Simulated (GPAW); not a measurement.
# SnTe (Fm-3m) in GPAW: further runs

The runs below take SnTe through phonons, Wannier functions, eps q, with vdW-DF2, BLYP+D3(BJ), RPBE, LDA.

All numbers are computed with GPAW 26.7.0; they aren't measurements. Logs are shortened: lines on timing, memory, paths and dates and some standing lists are left out, and cuts for length are marked. The log counts tension as positive stress, the text compression.

**1. Starting point**

The structure is cubic, space group Fm-3m (No. 225). Conventional cell: a = 6.302 Å, b = 6.302 Å, c = 6.302 Å, α = 90.00°, β = 90.00°, γ = 90.00°. Te (site symmetry m-3m) is surrounded by 6 Sn at 3.15 Å. Sn (site symmetry m-3m) is surrounded by 6 Te at 3.15 Å.

**2. Phonons, vdW-DF2**

File run.py:

```python
import json
import numpy as np
from ase import Atoms
from ase.constraints import FixSymmetry
from ase.io import write
from ase.optimize import BFGS
from ase.spacegroup import crystal
from phonopy import Phonopy
from phonopy.structure.atoms import PhonopyAtoms
from gpaw import GPAW, PW

# Te 4b
# Sn 4a
atoms = crystal(['Te', 'Sn'],
                basis=[[0.5, 0.0, 0.0],
                       [0.0, 0.0, 0.0]],
                spacegroup=225, setting=1,  # Fm-3m
                cellpar=[6.3017, 6.3017, 6.3017, 90.0, 90.0, 90.0],
                primitive_cell=True)

calc = GPAW(mode=PW(510),
            xc={'name': 'vdW-DF2', 'backend': 'libvdwxc'},
            kpts={'size': (5, 5, 5), 'gamma': True},
            occupations={'name': 'fermi-dirac', 'width': 0.05},
            nbands=19,
            convergence={'density': 1e-06, 'forces': 0.0001, 'eigenstates': 1e-09},
            eigensolver='ppcg',
            maxiter=100,
            txt='gpaw.txt')
atoms.calc = calc
atoms.set_constraint(FixSymmetry(atoms))
BFGS(atoms, trajectory='relax.traj', logfile='-').run(fmax=0.005, steps=40)
atoms.set_constraint()
energy = atoms.get_potential_energy()
forces = atoms.get_forces()
calc.write('gs.gpw')
write('result.traj', atoms)
print('Cell:', atoms.cell.cellpar().round(4))
print(atoms.get_scaled_positions().round(5))

def force_constants(scale):
    unit = PhonopyAtoms(symbols=atoms.get_chemical_symbols(), cell=atoms.cell[:] * scale**(1 / 3),
                        scaled_positions=atoms.get_scaled_positions())
    ph = Phonopy(unit, supercell_matrix=np.diag([1, 1, 1]), primitive_matrix=np.eye(3), symprec=1e-4)
    ph.generate_displacements(distance=0.02)
    forces = []
    for i, sc in enumerate(ph.supercells_with_displacements):
        a = Atoms(sc.symbols, cell=sc.cell, scaled_positions=sc.scaled_positions, pbc=True)
        c = GPAW(mode=PW(510),
                 xc={'name': 'vdW-DF2', 'backend': 'libvdwxc'},
                 kpts={'size': (5, 5, 5), 'gamma': True},
                 occupations={'name': 'fermi-dirac', 'width': 0.05},
                 nbands=19,
                 convergence={'density': 1e-06, 'forces': 0.0001, 'eigenstates': 1e-09},
                 eigensolver='ppcg',
                 maxiter=100,
                 txt=f'disp-{scale:.3f}-{i:02d}.txt')
        a.calc = c
        f = a.get_forces()
        forces.append(f - f.mean(axis=0))
        print(f'displacement {i}: drift', f.mean(axis=0).round(5), flush=True)
    ph.forces = forces
    ph.produce_force_constants()
    ph.symmetrize_force_constants()
    return ph

qpoints = [[0.0, 0.0, 0.0]]
results = {}
for scale in [1.0]:
    ph = force_constants(scale)
    ph.run_qpoints(qpoints)
    nu = ph.qpoints.frequencies * 33.35641  # THz to cm^-1
    results[f'{scale:.3f}'] = nu.tolist()
    for qp, f in zip(qpoints, nu):
        print(scale, np.round(qp, 4), f.round(2))
json.dump(results, open('phonons.json', 'w'))
```

Potentials or basis: GPAW PAW data sets (gpaw-data 1.2.1), pw.

Started as:

```
> OMP_NUM_THREADS=1 python run.py
```

gpaw.txt:

```text
__  _  _
 | _ |_)|_||  |
 |__||  | ||/\| - 26.7.0

Input parameters:
  mode=PW(ecut=510.0),
  convergence={'density': 1e-06, 'forces': 0.0001, 'eigenstates': 1e-09},
  eigensolver=PPCG(niter=2, min_niter=1, max_buffer_mem=209715200, blocksize=None, rr_modulo=5, include_cg=True, promote_inner_dtype=False, tolerances=None),
  kpts=MonkhorstPack(size=(5, 5, 5), gamma=True),
  maxiter=100,
  nbands=19,
  occupations=Occupations(name='fermi-dirac', width=0.05),
  xc=XC(name='vdW-DF2', backend='libvdwxc')

Diagonalizing LCAO Hamiltonian
Converting LCAO to pw mode

                 Te

       Sn

Atoms  # Å, Bohr magnetons
|   | symbol |        x |        y |        z |    initial magnetic moments |
|---|--------|----------|----------|----------|-----------------------------|
| 0 |     Te | 3.150850 | 3.150850 | 3.150850 | ( 0.0000,  0.0000,  0.0000) |
| 1 |     Sn | 0.000000 | 0.000000 | 0.000000 | ( 0.0000,  0.0000,  0.0000) |

Unit cell  # Å
| periodic |        x |        y |        z |  lengths |    angles |
|----------|----------|----------|----------|----------|-----------|
|      yes | 0.000000 | 3.150850 | 3.150850 | 4.455975 | 60.000000 |
|      yes | 3.150850 | 0.000000 | 3.150850 | 4.455975 | 60.000000 |
|      yes | 3.150850 | 3.150850 | 0.000000 | 4.455975 | 60.000000 |

Number of symmetries: 48
Symmetry operations  # r_c * U_cc + t_c -> r_c
|    | kind |            matrix            |
|----|------|------------------------------|
|  0 |  σ   |  1, 0, 0,  1, 0,-1,  1,-1, 0 |
|  1 |  C2  |  1, 0, 0,  1,-1, 0,  1, 0,-1 |
|  2 |  E   |  1, 0, 0,  0, 1, 0,  0, 0, 1 |
|  3 |  σ   |  1, 0, 0,  0, 0, 1,  0, 1, 0 |
|  4 |  C4  |  1, 0,-1,  1, 0, 0,  1,-1, 0 |
|  5 |  S6  |  1, 0,-1,  1,-1, 0,  1, 0, 0 |
|  6 |  σ   |  1, 0,-1,  0, 1,-1,  0, 0,-1 |
|  7 |  C3  |  1, 0,-1,  0, 0,-1,  0, 1,-1 |
|  8 |  S6  |  1,-1, 0,  1, 0, 0,  1, 0,-1 |
|  9 |  C4  |  1,-1, 0,  1, 0,-1,  1, 0, 0 |
| 10 |  C3  |  1,-1, 0,  0,-1, 1,  0,-1, 0 |
| 11 |  σ   |  1,-1, 0,  0,-1, 0,  0,-1, 1 |
| 12 |  σ   |  0, 1, 0,  1, 0, 0,  0, 0, 1 |
| 13 |  C4  |  0, 1, 0,  0, 1,-1, -1, 1, 0 |
| 14 |  C3  |  0, 1, 0,  0, 0, 1,  1, 0, 0 |
| 15 |  S6  |  0, 1, 0, -1, 1, 0,  0, 1,-1 |
| 16 |  C2  |  0, 1,-1,  1, 0,-1,  0, 0,-1 |
| 17 |  σ   |  0, 1,-1,  0, 1, 0, -1, 1, 0 |
| 18 |  S4  |  0, 1,-1,  0, 0,-1,  1, 0,-1 |
| 19 |  C4  |  0, 1,-1, -1, 1, 0,  0, 1, 0 |
| 20 |  C3  |  0, 0, 1,  1, 0, 0,  0, 1, 0 |
| 21 |  σ   |  0, 0, 1,  0, 1, 0,  1, 0, 0 |
| 22 |  S6  |  0, 0, 1,  0,-1, 1, -1, 0, 1 |
| 23 |  C4  |  0, 0, 1, -1, 0, 1,  0,-1, 1 |
| 24 |  S4  |  0, 0,-1,  1, 0,-1,  0, 1,-1 |
| 25 |  C3  |  0, 0,-1,  0, 1,-1,  1, 0,-1 |
| 26 |  C2  |  0, 0,-1,  0,-1, 0, -1, 0, 0 |
| 27 |  S6  |  0, 0,-1, -1, 0, 0,  0,-1, 0 |
| 28 |  S4  |  0,-1, 1,  1,-1, 0,  0,-1, 0 |
| 29 |  C4  |  0,-1, 1,  0, 0, 1, -1, 0, 1 |
| 30 |  C2  |  0,-1, 1,  0,-1, 0,  1,-1, 0 |
| 31 |  σ   |  0,-1, 1, -1, 0, 1,  0, 0, 1 |
| 32 |  C3  |  0,-1, 0,  1,-1, 0,  0,-1, 1 |
| 33 |  S6  |  0,-1, 0,  0, 0,-1, -1, 0, 0 |
| 34 |  S4  |  0,-1, 0,  0,-1, 1,  1,-1, 0 |
| 35 |  C2  |  0,-1, 0, -1, 0, 0,  0, 0,-1 |
| 36 |  C2  | -1, 1, 0,  0, 1, 0,  0, 1,-1 |
| 37 |  S6  | -1, 1, 0,  0, 1,-1,  0, 1, 0 |
| 38 |  S4  | -1, 1, 0, -1, 0, 1, -1, 0, 0 |
| 39 |  C3  | -1, 1, 0, -1, 0, 0, -1, 0, 1 |
| 40 |  S6  | -1, 0, 1,  0, 0, 1,  0,-1, 1 |
| 41 |  C2  | -1, 0, 1,  0,-1, 1,  0, 0, 1 |
| 42 |  C3  | -1, 0, 1, -1, 1, 0, -1, 0, 0 |
| 43 |  S4  | -1, 0, 1, -1, 0, 0, -1, 1, 0 |
[... 71 lines left out ...]
    Z:       50.0
    valence: 14
    core:    36
    charge:  0.0  # [|e|]
    compensation charges:
      type: gauss
      rc: 0.38  # [Å]
      lmax: 2
    cutoffs:
      filter: 2.23  # [Å]
      core: 2.35  # [Å]
    projectors
    | kind |    occ | energy [eV] | rcut [Å] |
    |------|--------|-------------|----------|
    |   5s |  2.000 |     -10.538 |    1.201 |
    |   5p |  2.000 |      -3.696 |    1.270 |
    |   4d | 10.000 |     -25.845 |    1.185 |
    |    s |        |      16.674 |    1.201 |
    |    p |        |      23.515 |    1.270 |
    |    d |        |       1.367 |    1.185 |

    Using partial waves for Sn as LCAO basis

Reference energy: -352801.376741  # eV

eigensolver:
  PPCG
  Converge bands: occupied
  niter=2

density mixing:
  MSR1-Mixer
  Pratt-step length: 0.05
  Maximum mixing coefficient: 0.75
  Old densities: 10
  SVD Regularization: 0.005
  Good broyden scale: 1.0
  Trust region scale: 1.0
  Backstep threshold: 4.0
  History deletion threshold: 6.0
  Fourier metric: weight=20.0, sigma=0.015

occupation numbers:
  Fermi-Dirac:
    width: 0.0500  # eV

poisson solver:
  ecut: 4080.0  # eV

xc functional:
  name: vdW-DF2 with libvdwxc
  Mode: serial
  Semilocal: GGA_X_RPW86+LDA_C_PW with 2 nearest neighbor stencil
  Local blocksize: 48 x 48 x 48
  PAW datasets: PBE

convergence criteria:
- Maximum integral of absolute [dens]ity change: 1e-06 electrons / valence electron
- Maximum change in the atomic [forces] across last 2 cycles: 0.0001 eV/Ang OR
Maximum error relative to the maximum force is below inf
- Maximum integral of absolute [eigenst]ate change: 1e-09 eV^2 / valence electron
- Maximum [total energy] change in last 3 cyles: 0.0005 eV / valence electron
maximum number of iterations: 100

SCF iterations
|iter     | |      energy | eigst |  dens |force |
|---------|-|-------------|-------|-------|------|
|iter:   1| | -222.837874 | -0.15 |       |      |
|iter:   2| | -222.829185 | -2.21 | -1.40 |      |
|iter:   3| | -222.789536 | -2.20 | -1.44 |      |
|iter:   4| | -222.792668 | -3.41 | -2.01 |      |
|iter:   5| | -222.793827c| -4.19 | -2.43 |      |
|iter:   6| | -222.793953c| -5.37 | -3.09 |      |
|iter:   7| | -222.793962c| -6.29 | -3.80 |      |
|iter:   8| | -222.793963c| -6.89 | -4.31 |      |
|iter:   9| | -222.793963c| -8.35 | -4.96 |      |
|iter:  10| | -222.793963c| -9.76c| -5.89 |      |
|iter:  11| | -222.793963c| -9.53c| -6.29c|      |
|iter:  12| | -222.793963c|-10.28c| -7.11c|-23.30c|

Converged in 12 steps
Energy contributions relative to reference atoms: (reference = -352801.376741)

Energy contributions:
  Kinetic:          18.581063
  Coulomb:         -17.311995
  Zero:             -0.404597
  External:          0.000000
  Xc:             -223.658419
  Entropy:          -0.000028
  Spinorbit:         0.000000
  ----------------------------
  Free energy:    -222.793977
  Extrapolated:   -222.793963

dipole moment: (-21.252130, -21.252130, -21.252130)  # |e|*Ang

Fermi level: 6.736
Eigenvalues  # (at kpt = [0.000, 0.000, 0.000])
| band index |      eig [eV] | occ [0-2] |
|------------|---------------|-----------|
|          0 |       -15.672 |     2.000 |
|        ... |               |           |
|          2 |       -15.656 |     2.000 |
|          3 |       -15.656 |     2.000 |
|          4 |       -15.656 |     2.000 |
|          5 |        -6.152 |     2.000 |
|          6 |         1.802 |     2.000 |
|          7 |         4.466 |     2.000 |
[... 9 lines left out ...]
|         17 |        13.777 |     0.000 |
|         18 |        13.861 |     0.000 |

Gap: 0.946 eV
Transition (v -> c):
  (s=0, k=9, n=9, [0.40, 0.40, 0.40]) -> (s=0, k=9, n=10, [0.40, 0.40, 0.40])
No difference between direct/indirect transitions

Forces  # eV/Ang
|       x |        y |        z |
|---------|----------|----------|
| 0.00000 | -0.00000 | -0.00000 |  # Te   0
| 0.00000 | -0.00000 |  0.00000 |  # Sn   1

# Writing to gs.gpw (mode='')
```

stdout:

```text
Step          Energy          fmax
BFGS:    0     -222.793977        0.000000
Cell: [ 4.456  4.456  4.456 60.    60.    60.   ]
[[0.5 0.5 0.5]
 [0.  0.  0. ]]
displacement 0: drift [ 0. -0. -0.]
displacement 1: drift [ 0.e+00 -1.e-05 -1.e-05]
1.0 [0. 0. 0.] [ 0.   0.   0.  22.8 22.8 22.8]
```

Run time: 42 s. Hardware: 1 thread of Arm Neoverse V2, shared host; peak memory 0.31 GiB.

What came out:

```yaml
Free_energy: -222.7940 eV
Highest_phonon_frequency_at_Γ_LO-TO_splitting_left_out: 23 cm⁻¹
```

Final structure:
```
Te Sn
1.0
     0.00000    3.15085    3.15085
     3.15085    0.00000    3.15085
     3.15085    3.15085    0.00000
Te Sn
1 1
Cartesian
  3.1509 3.1509 3.1509
  0.0000 0.0000 0.0000
```

Levels at points of the mesh, in eV from the Fermi level:
```
           k point  band 6  band 7  band 8  band 9  band 10  band 11  band 12  band 13  band 14  band 15
(0.00, 0.00, 0.00)  -12.89   -4.93   -2.27   -2.27    -2.27     3.15     3.15     3.15     4.94     4.94
```

Phonon frequencies in cm⁻¹ (negative: imaginary):
| q point | frequencies |
| --- | --- |
| (0.000, 0.000, 0.000) | 0 0 0 23 23 23 |

Caveat: the cutoff is short for stress and forces, so pressures can be off by a GPa or more; the LO-TO splitting is left out; this odd mesh misses L, where the gap lies, so gap, dielectric constants and Born charges aren't listed; the PAW data sets were made with another functional, which shifts forces and pressure a little. The run has no spin-orbit coupling, so splittings on Te are missing.

**3. Phonons, BLYP+D3(BJ)**

File run.py:

```python
import json
import numpy as np
from ase import Atoms
from ase.calculators.mixing import SumCalculator
from ase.constraints import FixSymmetry
from ase.filters import FrechetCellFilter
from ase.io import read, write
from ase.optimize import BFGS
from dftd3.ase import DFTD3
from phonopy import Phonopy
from phonopy.structure.atoms import PhonopyAtoms
from gpaw import GPAW, PW, setup_paths

setup_paths.insert(0, '.')

atoms = read('POSCAR')

calc = GPAW(mode=PW(600),
            xc='BLYP',
            kpts={'size': (7, 7, 7), 'gamma': True},
            occupations={'name': 'fermi-dirac', 'width': 0.05},
            nbands=19,
            convergence={'density': 1e-06, 'forces': 0.0001, 'eigenstates': 1e-09},
            maxiter=150,
            txt='gpaw.txt')
atoms.calc = SumCalculator([calc, DFTD3(method='blyp', damping='d3bj')])
atoms.set_constraint(FixSymmetry(atoms))
BFGS(FrechetCellFilter(atoms), trajectory='relax.traj', logfile='-').run(fmax=0.005, steps=40)
atoms.set_constraint()
energy = atoms.get_potential_energy()
forces = atoms.get_forces()
stress = atoms.get_stress()
calc.write('gs.gpw')
write('result.traj', atoms)
print('Cell:', atoms.cell.cellpar().round(4))
print(atoms.get_scaled_positions().round(5))

def force_constants(scale):
    unit = PhonopyAtoms(symbols=atoms.get_chemical_symbols(), cell=atoms.cell[:] * scale**(1 / 3),
                        scaled_positions=atoms.get_scaled_positions())
    ph = Phonopy(unit, supercell_matrix=np.diag([1, 1, 1]), primitive_matrix=np.eye(3), symprec=1e-4)
    ph.generate_displacements(distance=0.02)
    forces = []
    for i, sc in enumerate(ph.supercells_with_displacements):
        a = Atoms(sc.symbols, cell=sc.cell, scaled_positions=sc.scaled_positions, pbc=True)
        c = GPAW(mode=PW(510),
                 xc='BLYP',
                 kpts={'size': (7, 7, 7), 'gamma': True},
                 occupations={'name': 'fermi-dirac', 'width': 0.05},
                 nbands=19,
                 convergence={'density': 1e-06, 'forces': 0.0001, 'eigenstates': 1e-09},
                 maxiter=150,
                 txt=f'disp-{scale:.3f}-{i:02d}.txt')
        a.calc = SumCalculator([c, DFTD3(method='blyp', damping='d3bj')])
        f = a.get_forces()
        forces.append(f - f.mean(axis=0))
        print(f'displacement {i}: drift', f.mean(axis=0).round(5), flush=True)
    ph.forces = forces
    ph.produce_force_constants()
    ph.symmetrize_force_constants()
    return ph

qpoints = [[0.0, 0.0, 0.0]]
results = {}
for scale in [1.0]:
    ph = force_constants(scale)
    ph.run_qpoints(qpoints)
    nu = ph.qpoints.frequencies * 33.35641  # THz to cm^-1
    results[f'{scale:.3f}'] = nu.tolist()
    for qp, f in zip(qpoints, nu):
        print(scale, np.round(qp, 4), f.round(2))
json.dump(results, open('phonons.json', 'w'))
```

File POSCAR:

```
SnTe
1.0
    0.0000000000      3.1508500000      3.1508500000
    3.1508500000      0.0000000000      3.1508500000
    3.1508500000      3.1508500000      0.0000000000
Te Sn
1 1
Direct
    0.5000000000      0.5000000000      0.5000000000
    0.0000000000      0.0000000000      0.0000000000
```

Potentials or basis: PAW data sets generated in the run's folder for this functional, pw.

Started as:

```
> gpaw-setup -f BLYP Sn Te
> OMP_NUM_THREADS=1 python run.py
```

gpaw.txt:

```text
__  _  _
 | _ |_)|_||  |
 |__||  | ||/\| - 26.7.0

Input parameters:
  mode=PW(ecut=600.0),
  convergence={'density': 1e-06, 'forces': 0.0001, 'eigenstates': 1e-09},
  kpts=MonkhorstPack(size=(7, 7, 7), gamma=True),
  maxiter=150,
  nbands=19,
  occupations=Occupations(name='fermi-dirac', width=0.05),
  xc=XC(name='BLYP')

Diagonalizing LCAO Hamiltonian
Converting LCAO to pw mode

                 Te

       Sn

Atoms  # Å, Bohr magnetons
|   | symbol |        x |        y |        z |    initial magnetic moments |
|---|--------|----------|----------|----------|-----------------------------|
| 0 |     Te | 3.150850 | 3.150850 | 3.150850 | ( 0.0000,  0.0000,  0.0000) |
| 1 |     Sn | 0.000000 | 0.000000 | 0.000000 | ( 0.0000,  0.0000,  0.0000) |

Unit cell  # Å
| periodic |        x |        y |        z |  lengths |    angles |
|----------|----------|----------|----------|----------|-----------|
|      yes | 0.000000 | 3.150850 | 3.150850 | 4.455975 | 60.000000 |
[... 731 lines left out ...]
SCF iterations
|iter     | |      energy | eigst |  dens |force |
|---------|-|-------------|-------|-------|------|
|iter:   1| |   -6.483700 | -1.90 |       |      |
|iter:   2| |   -6.482503 | -3.86 | -2.09 |      |
|iter:   3| |   -6.475464c| -3.90 | -2.13 |      |
|iter:   4| |   -6.475279c| -4.65 | -2.88 |      |
|iter:   5| |   -6.475297c| -5.37 | -3.32 |      |
|iter:   6| |   -6.475304c| -6.12 | -3.72 |      |
|iter:   7| |   -6.475305c| -7.04 | -4.53 |      |
|iter:   8| |   -6.475305c| -7.82 | -5.06 |      |
|iter:   9| |   -6.475305c| -9.43c| -5.41 |      |
|iter:  10| |   -6.475305c| -9.62c| -6.44c|      |
|iter:  11| |   -6.475305c|-10.20c| -7.02c|-23.95c|

Converged in 11 steps
Energy contributions relative to reference atoms: (reference = -352836.297496)

Energy contributions:
  Kinetic:          20.634206
  Coulomb:         -20.168389
  Zero:              0.230912
  External:          0.000000
  Xc:               -7.172006
  Entropy:          -0.000056
  Spinorbit:         0.000000
  ----------------------------
  Free energy:      -6.475333
  Extrapolated:     -6.475305
[... 32 lines left out ...]
Stress tensor  # eV/Ang^3
|         x |         y |         z |
|-----------|-----------|-----------|
| -0.030999 | -0.000000 |  0.000000 |
| -0.000000 | -0.030999 |  0.000000 |
|  0.000000 |  0.000000 | -0.030999 |

Forces  # eV/Ang
|        x |        y |        z |
|----------|----------|----------|
| -0.00000 | -0.00000 | -0.00000 |  # Te   0
|  0.00000 | -0.00000 | -0.00000 |  # Sn   1

# Writing to gs.gpw (mode='')
```

disp-1.000-00.txt:

```text
__  _  _
 | _ |_)|_||  |
 |__||  | ||/\| - 26.7.0

Input parameters:
  mode=PW(ecut=510.0),
  convergence={'density': 1e-06, 'forces': 0.0001, 'eigenstates': 1e-09},
  kpts=MonkhorstPack(size=(7, 7, 7), gamma=True),
  maxiter=150,
  nbands=19,
[... 201 lines left out ...]
|          5 |        -5.995 |     2.000 |
|          6 |         1.786 |     2.000 |
|          7 |         4.578 |     2.000 |
[... 9 lines left out ...]
|         17 |        13.804 |     0.000 |
|         18 |        14.048 |     0.000 |

Gap: 0.691 eV
Transition (v -> c):
  (s=0, k=12, n=9, [0.00, 0.43, 0.00]) -> (s=0, k=12, n=10, [0.00, 0.43, 0.00])
No difference between direct/indirect transitions

Forces  # eV/Ang
|       x |        y |        z |
|---------|----------|----------|
| 0.00000 |  0.00133 |  0.00133 |  # Te   0
| 0.00000 | -0.00133 | -0.00133 |  # Sn   1
```

It took 1.9 min on 1 thread of Arm Neoverse V2, shared host; peak memory 0.35 GiB.

Results:

```
Free energy                                             : -8.3365 eV
Relaxed volume                                          : 31.77 Å³/atom
Relaxed cell                                            : a = 4.479 Å, b = 4.479 Å, c = 4.479 Å, α = 60.00°, β = 60.00°, γ = 60.00°
Space group after relaxing (to 0.05 Å)                  : Fm-3m (No. 225)
Pressure after relaxing                                 : 0.0 GPa
Highest phonon frequency at Γ, LO-TO splitting left out : 0 cm⁻¹
Most unstable mode                                      : 22i cm⁻¹
Dispersion energy per atom                              : -0.931 eV
```

Final structure:
```
CELL_PARAMETERS angstrom
0.00000 3.16715 3.16715
3.16715 0.00000 3.16715
3.16715 3.16715 0.00000
ATOMIC_POSITIONS crystal
Te 0.50000 0.50000 0.50000
Sn 0.00000 0.00000 0.00000
```

Levels at points of the mesh, in eV from the Fermi level:
| k point | band 7 | band 8 | band 9 | band 10 | band 11 | band 12 | band 13 | band 14 |
| --- | --- | --- | --- | --- | --- | --- | --- | --- |
| (0.00, 0.00, 0.00) | -5.00 | -2.20 | -2.20 | -2.20 | 3.16 | 3.16 | 3.16 | 4.98 |

Phonon frequencies in cm⁻¹ (negative: imaginary):
```
              q point        frequencies
(0.000, 0.000, 0.000)  -22 -22 -22 0 0 0
```

Caveat: the cutoff is short for stress and forces, so pressures can be off by a GPa or more; some modes are imaginary; the LO-TO splitting is left out; this odd mesh misses L, where the gap lies, so gap, dielectric constants and Born charges aren't listed.

(Part 1 of 2 ends here.)
